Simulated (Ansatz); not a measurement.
# An H–Se split interstitial in rocksalt PbSe, 65 atoms, charge +1

How does the host give way around this defect, what does it cost to form, and which levels does it put into the gap? The levels of theory are PBEsol, HSE06 and r²SCAN.

Method: density functional theory in Ansatz 0.2.0, PAW datasets, plane waves.

**1. The system as built**

65 atoms (32 Se, 32 Pb, 1 H); a = 12.200 Å, b = 12.200 Å, c = 12.200 Å, α = 90.00°, β = 90.00°, γ = 90.00°. All atoms were shaken off their sites by about 0.02 Å along each axis. Defect site 1: (0.250, 0.500, 0.500).

Steps to follow: (2) PBEsol relaxation at the single k point (¼, ¼, ¼), on 1 × NVIDIA GB200 with 8 threads of Arm Neoverse-V2; (3) HSE06 single point at the single k point (¼, ¼, ¼), on 1 × NVIDIA GB200 with 8 threads of Arm Neoverse-V2; (4) r²SCAN single point at the single k point (¼, ¼, ¼), on 1 × NVIDIA GB200 with 8 threads of Arm Neoverse-V2.

**2. Relaxation of the positions (PBEsol)**

in.yaml

```yaml
crystal:
  lattice:
    - [12.200000, 0.000000, 0.000000]
    - [0.000000, 12.200000, 0.000000]
    - [0.000000, 0.000000, 12.200000]
  atoms:
    - { symbol: Se, position: [0.250455, 0.999893, 0.998750] }
    - { symbol: Se, position: [0.250565, 0.000428, 0.499790] }
    - { symbol: Se, position: [0.248693, 0.499109, 0.002840] }
    - { symbol: Se, position: [0.204141, 0.452976, 0.500945] }
    - { symbol: Se, position: [0.749866, 0.999108, 0.000849] }
    - { symbol: Se, position: [0.749382, 0.000650, 0.499184] }
    - { symbol: Se, position: [0.749894, 0.498922, 0.000693] }
    - { symbol: Se, position: [0.746697, 0.499702, 0.500525] }
    - { symbol: Se, position: [0.997822, 0.248530, 0.999539] }
    - { symbol: Se, position: [0.998013, 0.253203, 0.498276] }
    - { symbol: Se, position: [0.002374, 0.749137, 0.003934] }
    - { symbol: Se, position: [0.001331, 0.749499, 0.500193] }
    - { symbol: Se, position: [0.502159, 0.250624, 0.997963] }
    - { symbol: Se, position: [0.498551, 0.250445, 0.498648] }
    - { symbol: Se, position: [0.500587, 0.750543, 0.997766] }
    - { symbol: Se, position: [0.500700, 0.747737, 0.501390] }
    - { symbol: Se, position: [0.999553, 0.001657, 0.249667] }
    - { symbol: Se, position: [0.001350, 0.997286, 0.750393] }
    - { symbol: Se, position: [0.999207, 0.502413, 0.249443] }
    - { symbol: Se, position: [0.998912, 0.500398, 0.749962] }
    - { symbol: Se, position: [0.498908, 0.003143, 0.247508] }
    - { symbol: Se, position: [0.499610, 0.001016, 0.749691] }
    - { symbol: Se, position: [0.500613, 0.499065, 0.248675] }
    - { symbol: Se, position: [0.500664, 0.499918, 0.748363] }
    - { symbol: Se, position: [0.251014, 0.247346, 0.251544] }
    - { symbol: Se, position: [0.249095, 0.247532, 0.750416] }
    - { symbol: Se, position: [0.253261, 0.751607, 0.250885] }
    - { symbol: Se, position: [0.249749, 0.750036, 0.750124] }
    - { symbol: Se, position: [0.748907, 0.247290, 0.248783] }
    - { symbol: Se, position: [0.751825, 0.248686, 0.750483] }
    - { symbol: Se, position: [0.750814, 0.750885, 0.252301] }
    - { symbol: Se, position: [0.749536, 0.750550, 0.749614] }
    - { symbol: Pb, position: [0.998799, 0.999349, 0.997957] }
    - { symbol: Pb, position: [0.996889, 0.000504, 0.499589] }
    - { symbol: Pb, position: [0.001718, 0.500411, 0.001739] }
    - { symbol: Pb, position: [0.001756, 0.502189, 0.497750] }
    - { symbol: Pb, position: [0.500754, 0.001236, 0.000256] }
    - { symbol: Pb, position: [0.498355, 0.998242, 0.501307] }
    - { symbol: Pb, position: [0.498967, 0.501940, 0.000516] }
    - { symbol: Pb, position: [0.500058, 0.498498, 0.497715] }
    - { symbol: Pb, position: [0.250014, 0.252860, 0.001704] }
    - { symbol: Pb, position: [0.250901, 0.251537, 0.501382] }
    - { symbol: Pb, position: [0.248457, 0.752178, 0.999130] }
    - { symbol: Pb, position: [0.252469, 0.753462, 0.501209] }
    - { symbol: Pb, position: [0.746218, 0.249211, 0.001745] }
    - { symbol: Pb, position: [0.750452, 0.253090, 0.500119] }
    - { symbol: Pb, position: [0.749746, 0.749782, 0.998923] }
    - { symbol: Pb, position: [0.750725, 0.749340, 0.500140] }
    - { symbol: Pb, position: [0.253583, 0.001922, 0.251931] }
    - { symbol: Pb, position: [0.250467, 0.997577, 0.748721] }
    - { symbol: Pb, position: [0.251796, 0.502251, 0.249190] }
    - { symbol: Pb, position: [0.249551, 0.501631, 0.749467] }
    - { symbol: Pb, position: [0.752948, 0.002446, 0.251949] }
    - { symbol: Pb, position: [0.751843, 0.001259, 0.749162] }
    - { symbol: Pb, position: [0.750448, 0.497671, 0.250599] }
    - { symbol: Pb, position: [0.750237, 0.500656, 0.752400] }
    - { symbol: Pb, position: [0.998905, 0.249400, 0.248561] }
    - { symbol: Pb, position: [0.997801, 0.250300, 0.751924] }
    - { symbol: Pb, position: [0.999650, 0.748461, 0.250627] }
    - { symbol: Pb, position: [0.000943, 0.749389, 0.751801] }
    - { symbol: Pb, position: [0.500484, 0.249649, 0.253528] }
    - { symbol: Pb, position: [0.500933, 0.248655, 0.752408] }
    - { symbol: Pb, position: [0.497104, 0.750971, 0.252322] }
    - { symbol: Pb, position: [0.498924, 0.749119, 0.749464] }
    - { symbol: H, position: [0.296185, 0.547263, 0.498755] }
  symmetry: { detect: false }
kpoints:
  mp_grid: { grid: [1, 1, 1], shift: [0.25, 0.25, 0.25] }
hamiltonian:
  xc: pbesol
total_charge: 1
scf:
  occupations: { method: fermi_dirac, width: 0.01 }
relax:
  f_tol: 0.03
  max_steps: 80
  escape_saddle: false
  adjacent_minimum: "off"
output:
  forces: true
  eigenvalues: true
  populations: true
  charged_corrections: { epsilon: 210 }
```

Run with:

```console
> ansatz run in.yaml --threads 8 --pin off --max-ram 118750MiB --runs-dir r --events-out ev --progress --plain --backend cuda --devices 0, --max-vram 170GiB
```

Further steps of the session: HSE06 on the final geometry; Single point with r²SCAN.

Q: Predict the outcome of this session. Wanted: for each run, formation energy; host gap; top filled to lowest empty.

As calculated:

```
             level         time  formation energy (eV)  host gap (eV)  top filled to lowest empty (eV)
PBEsol, relaxation  7.5 s (GPU)                   0.85           0.11                             1.34
             HSE06   56 s (GPU)                   0.83           0.71                             1.97
            r²SCAN  5.8 s (GPU)                   1.03           0.52                             1.63
```

```
     quantity                             value
   relaxation  8 recorded steps, 1.67 eV gained
largest shift                      0.81 Å (Se4)
```

**In words.** The relaxation lowers the energy by 1.67 eV; the largest shift is 0.81 Å (Se4). The formation energy at E_F = VBM goes from 0.85 eV (PBEsol) to 1.03 eV (r²SCAN), as the host gap goes from 0.11 to 0.52 eV. The reservoirs are the elements' reference phases; where the defect changes the composition, the value depends on that choice. Exact exchange costs time: HSE06 ran about 9.7 times as long as r²SCAN on the same kind of device. No spin–orbit coupling is included; with elements this heavy it would shift the edges. The host's edges were read at Γ, so band-like levels at this k point need not coincide with them. Finite-cell errors of some tenths of an eV remain in such numbers. The dielectric constant of 210 in the correction is an assumed value.
